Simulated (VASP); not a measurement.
# Settings for Bi: self-consistent run

Bi, R-3m (no. 166), 2 atoms in the cell. PBE; PAW potentials Bi_d (PBE set). VASP 6.6.1. The cell is changed on purpose: last atom moved by 0.04 Å along z, cell strained by +1.0% along z.

Wanted: energy within 2 meV/atom.

What the run is for: energy; Accuracy asked: standard.

POSCAR:
```
Bi
1.0
    2.2675000000      1.3091417354      3.9773800000
   -2.2675000000      1.3091417354      3.9773800000
    0.0000000000     -2.6182834708      3.9773800000
Bi
2
Direct
    0.7660000000      0.7660000000      0.7660000000
    0.2373858100      0.2373858100      0.2373858100
```

The series start from Plane-wave cutoff (eV): 320; Smearing width (eV): 0.1; k-point mesh: 10 × 10 × 10; Precision mode (PREC): Accurate; Electronic threshold (eV): 1e-6; Bands in all (NBANDS): 25; Aspherical gradient terms in the spheres (LASPH): yes; Electronic algorithm: ALGO=Normal; Use of symmetry (ISYM): defaults; Support grid and gradient cutoff: ADDGRID=False GGA_COMPAT=False. Each series keeps the choices made before it, and each single choice may use up half of a tolerance.

## Plane-wave cutoff (eV)

| Plane-wave cutoff (eV) | Energy less reference (meV/atom) | SCF iterations | Time (s) |
|---|---|---|---|
| 200 | 178.9 | 11 | 36 |
| 240 | 2.3 | 11 | 38 |
| 280 | 0.0 | 11 | 60 |
| 320 | 1.4 | 10 | 53 |
| 370 | 1.3 | 11 | 80 |
| 430 | -0.2 | 11 | 85 |
| 510 | 0.1 | 11 | 118 |
| 640 (reference) | 0.0 | 11 | 153 |

Chosen: 430, the loosest value from which every tighter one stays within half of the tolerance.

## Smearing width (eV)

| Smearing width (eV) | Energy less reference (meV/atom) | SCF iterations | Time (s) |
|---|---|---|---|
| 0.4 | -0.8 | 11 | 73 |
| 0.3 | -0.4 | 11 | 69 |
| 0.2 | -0.1 | 11 | 72 |
| 0.15 | 0.0 | 11 | 72 |
| 0.1 | 0.0 | 11 | 85 |
| 0.05 (reference) | 0.0 | 11 | 74 |

Chosen: 0.4.

## k-point mesh

| k-point mesh | Energy less reference (meV/atom) | SCF iterations | Time (s) |
|---|---|---|---|
| 3 × 3 × 3 | -69.5 | 11 | 7.8 |
| 4 × 4 × 4 | -25.4 | 11 | 14 |
| 5 × 5 × 5 | -20.3 | 11 | 17 |
| 7 × 7 × 7 | -12.0 | 11 | 34 |
| 8 × 8 × 8 | -5.1 | 11 | 46 |
| 10 × 10 × 10 | -3.3 | 11 | 73 |
| 12 × 12 × 12 | -1.4 | 11 | 118 |
| 14 × 14 × 14 (reference) | 0.0 | 11 | 169 |

Chosen: 14 × 14 × 14; the next looser run is off by more than half of the tolerance, so convergence isn't shown beyond this value.

## Precision mode (PREC)

| Precision mode (PREC) | Energy less reference (meV/atom) | SCF iterations | Time (s) |
|---|---|---|---|
| SingleN | -3.3 | 11 | 96 |
| Normal | 0.0 | 11 | 95 |
| Single | 0.2 | 11 | 160 |
| Accurate (reference) | 0.0 | 11 | 169 |

Chosen: Normal.

## Electronic threshold (eV)

| Electronic threshold (eV) | Energy less reference (meV/atom) | SCF iterations | Time (s) |
|---|---|---|---|
| 0.001 | 0.0 | 8 | 65 |
| 0.0001 | 0.0 | 9 | 93 |
| 1e-5 | 0.0 | 10 | 78 |
| 1e-6 | 0.0 | 11 | 95 |
| 1e-7 | 0.0 | 12 | 93 |
| 1e-8 (reference) | 0.0 | 15 | 113 |

Chosen: 0.001.

## Bands in all (NBANDS)

| Bands in all (NBANDS) | Energy less reference (meV/atom) | SCF iterations | Time (s) |
|---|---|---|---|
| 16 | -0.1 | 8 | 38 |
| 17 | -0.1 | 8 | 40 |
| 19 | -0.1 | 8 | 44 |
| 21 | -0.1 | 8 | 55 |
| 25 | -0.1 | 8 | 65 |
| 35 (reference) | 0.0 | 7 | 80 |

Chosen: 16.

## Aspherical gradient terms in the spheres (LASPH)

| Aspherical gradient terms in the spheres (LASPH) | Energy less reference (meV/atom) | SCF iterations | Time (s) |
|---|---|---|---|
| no | 0.1 | 8 | 39 |
| yes (reference) | 0.0 | 8 | 38 |

Chosen: no.

## Electronic algorithm

| Electronic algorithm | Energy less reference (meV/atom) | SCF iterations | Time (s) |
|---|---|---|---|
| ALGO=Normal | 0.0 | 8 | 39 |
| ALGO=Fast | 0.1 | 8 | 47 |
| ALGO=VeryFast | 1.8 | 16 | 73 |
| ALGO=All ISEARCH=1 | 0.1 | 9 | 43 |
| ALGO=All ISEARCH=0 | 0.1 | 9 | 43 |
| ALGO=Damped TIME=0.4 | 4.1 | 22 | 74 |
| ALGO=Damped TIME=0.1 | 5.8 | 32 | 106 |

Chosen: ALGO=Normal; no other choice that stays within half of the tolerance saves 30 % of the time.

## Use of symmetry (ISYM)

| Use of symmetry (ISYM) | Energy less reference (meV/atom) | SCF iterations | Time (s) |
|---|---|---|---|
| defaults | 0.0 | 8 | 39 |
| ISYM=1 | 0.0 | 8 | 43 |
| ISYM=0 | 0.0 | 8 | 197 |
| ISYM=-1 | 0.0 | 8 | 361 |

Chosen: defaults.

## Support grid and gradient cutoff

| Support grid and gradient cutoff | Energy less reference (meV/atom) | SCF iterations | Time (s) |
|---|---|---|---|
| ADDGRID=False GGA_COMPAT=False | 0.0 | 8 | 39 |
| ADDGRID=True GGA_COMPAT=False | 0.0 | 8 | 37 |
| ADDGRID=False GGA_COMPAT=True | 0.0 | 8 | 36 |

Chosen: ADDGRID=False GGA_COMPAT=False.

## All choices together

| Input | Energy less reference (meV/atom) | Time (s) |
|---|---|---|
| the program's defaults (naive) | -26.4 | 2.5 |
| chosen settings | -0.1 | 39 |
| reference settings throughout | 0.0 | 518 |

The chosen settings stay within the tolerance of the reference run, but the reference itself isn't shown to be converged in: k-point mesh.

## The input

INCAR:
```
SYSTEM = Bi
GGA = PE
ISMEAR = 1
SIGMA = 0.4
LWAVE = .False.
LCHARG = .False.
ISIF = 2
PREC = Normal
LASPH = .False.
LREAL = .False.
ALGO = Normal
EDIFF = 0.001
NELM = 120
GGA_COMPAT = .False.
ENCUT = 430
KPAR = 2
NBANDS = 16
ADDGRID = .False.
```

KPOINTS:
```
Automatic mesh
0
Gamma
  14 14 14
  0 0 0
```

Commands:
```
cat potpaw_PBE.64/Bi_d/POTCAR > POTCAR
mpirun -np 2 vasp_std > vasp.out
```

The chosen input took VASP 6.6.1 39 s on 2 cores (AMD EPYC 7R43 (Zen 3)), a shared host.

## An input that fails: tetrahedra on too few k points

VASP's message: IBZKPT: tetrahedron method fails for NKPT<4. NKPT = 1.

k mesh: 10 × 10 × 10 becomes 1 × 1 × 1.

Changes against the starting input:
```
- ISMEAR = 1
- NELM = 120
- KPAR = 2
+ ISMEAR = -5
+ NELM = 55
```
